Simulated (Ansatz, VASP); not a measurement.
# One calculation of Cs, two programs

```
Cs
1.0
     4.73222   -7.06316    0.00000
     4.73222    7.06316    0.00000
     0.00000    0.00000   10.69831
Cs
5
Direct
  0.50000 0.00000 0.25000
  0.00000 0.50000 0.75000
  0.00000 0.50000 0.25000
  0.50000 0.00000 0.75000
  0.00000 0.00000 0.00000
```

Alike in both runs: task single point; functional PBE; k mesh 2 × 2 × 2; occupations gaussian, width 0.1 eV; no spin polarisation.

```csv
,VASP,Ansatz
version,VASP 6.6.1,Ansatz 0.2.0
potentials or method,"VASP PAW PBE potentials, release 64 (Cs_sv)","scalar-relativistic, plane waves, PAW"
plane-wave cutoff (eV),520,420
valence electrons in the cell,45,45
```

```tsv
	VASP	Ansatz	Ansatz less VASP
gap on the k mesh at the Fermi level (eV)	none	none	-
pressure (GPa)	0.1	0.2	+0.01
largest component of the traceless stress (GPa)	0.22	0.22	0.000
rms of the force components (eV/Å)	0.041	0.041	0.0000
```

Atom by atom the forces differ by 0.000 eV/Å (rms over components). A gap of «none» marks a metal or a gap that the smearing closes. The functional is the same, so the differences come from potentials, cutoffs and numerics.

Caveats: the k mesh is coarse (spacing up to 0.40 Å⁻¹), so the values aren't converged. Spin-orbit coupling is left out, which matters for the levels of Cs.
